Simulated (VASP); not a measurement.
# Co: electric field gradients, by potentials

Co, P6_3/mmc (no. 194), 2 atoms in the cell.

| Potentials | Vzz of the first element (V/Å²) | Time (s) |
|---|---|---|
| Co | -1.21 | 41 |
| Co_GW | -1.19 | 44 |
| Co_sv_GW | -1.18 | 78 |
| Co_sv | -1.09 | 64 |

## Input of the first row

INCAR:
```
ALGO = Normal ; EDIFF = 1E-7
ENCUT = 550 ; GGA = PE
ISMEAR = 1 ; ISPIN = 2
KPAR = 2 ; LASPH = T
LCHARG = F ; LEFG = T
LMAXMIX = 4 ; LORBIT = 11
LREAL = F ; LWAVE = F
MAGMOM = 2 2 ; NELM = 120
PREC = Accurate ; QUAD_EFG = 420
SIGMA = 0.1
```

KPOINTS:
```
k-points
0
Gamma
  20 20 11
```

POSCAR:
```
Co
1.0
    2.4719999032      0.0000000000      0.0000000000
   -1.2359999516      2.1408147143      0.0000000000
    0.0000000000      0.0000000000      4.0211440800
Co
2
Direct
    0.6666666667      0.3333333333      0.7500000000
    0.3333333333      0.6666666667      0.2500000000
```

Commands:
```
cat potpaw_PBE.64/Co/POTCAR > POTCAR
mpirun -np 2 vasp_std > vasp.out
```

Changes of the last row against the first:
```
- cat potpaw_PBE.64/Co/POTCAR > POTCAR
+ cat potpaw_PBE.64/Co_sv/POTCAR > POTCAR
```

VASP 6.6.1 took 41 s on 2 cores (Intel Xeon 6975P-C (Granite Rapids)), a shared host.
